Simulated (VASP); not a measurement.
FeO:

```
Fe O
1.0
     1.51768    0.87623    2.51579
    -1.51768    0.87623    2.51579
     0.00000   -1.75247    2.51579
Fe O
1 1
Direct
  0.00000 0.00000 0.00000
  0.50000 0.50000 0.50000
```

Base run:

```yaml
Program: VASP 6.6.1
Functional: PBE
Potentials_or_basis: VASP PAW PBE potentials, release 64 (Fe, O)
Cutoff: 520 eV
k_mesh: 8 × 8 × 8
Occupations: gaussian, width 0.05 eV
Spin: collinear spin, ferromagnetic start
Starting_moments: "[3.0, 0.0] μB"
```

Its results: band gap on the k mesh none (metal or under the smearing width); pressure -0.6 GPa; net moment 4.00 μB per cell; site moments Fe +3.62; O +0.30 μB.

**Question.** The run is repeated on the same cell with these changes: further incar settings from ALGO = Normal; EDIFF = 1e-06; NBANDS = 18 to ALGO = Fast; EDIFF = 1e-07; hubbard terms from none to Fe d U = 5 eV. What comes out?

**Answer.** Band gap on the k mesh none (metal or under the smearing width); pressure -1.1 GPa; net moment 4.00 μB per cell; site moments Fe +3.86; O +0.18 μB.

Caveats: a cell with one magnetic atom can't hold antiferromagnetic order, which such compounds often take; semilocal functionals often make such compounds metallic where correlation or magnetic order opens a gap, which also shifts bond lengths (some runs).
